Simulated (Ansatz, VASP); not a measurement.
# BaS in VASP and in Ansatz

```
CELL_PARAMETERS angstrom
0.00000 3.27674 3.27674
3.27674 0.00000 3.27674
3.27674 3.27674 0.00000
ATOMIC_POSITIONS crystal
Ba 0.00000 0.00000 0.00000
S 0.50000 0.50000 0.50000
```

Alike in both runs: task relaxation of cell and atoms; functional PBE; k mesh 7 × 7 × 7; occupations fermi-dirac, width 0.02 eV; no spin polarisation.

|  | VASP | Ansatz |
| --- | --- | --- |
| version | VASP 6.6.1 | Ansatz 0.2.0 |
| potentials or method | VASP PAW PBE potentials, release 64 (Ba_sv, S) | PAW with Ansatz's default frozen-core files, scalar-relativistic |
| plane-wave cutoff (eV) | 600 | 420 |
| valence electrons in the cell | 16 | 16 |

Ansatz gave:

- gap on the k mesh at the Fermi level, each at its own relaxed structure (eV): 2.29
- relaxed volume (Å³/atom): 33.23
- relaxed cell length with the largest relative difference (Å): 4.547
- energy change over the relaxation (meV/atom): -14

**Question.** Which values does VASP return?

**Answer.** gap on the k mesh at the Fermi level, each at its own relaxed structure (eV): 2.22; relaxed volume (Å³/atom): 33.65; relaxed cell length with the largest relative difference (Å): 4.566; energy change over the relaxation (meV/atom): -8.

Ansatz warned: «gradients_without_spin_orbit».

Caveats: spin-orbit coupling is left out, which moves the levels of the heavy elements; an odd mesh through Γ misses points on the zone boundary, where band edges often lie.
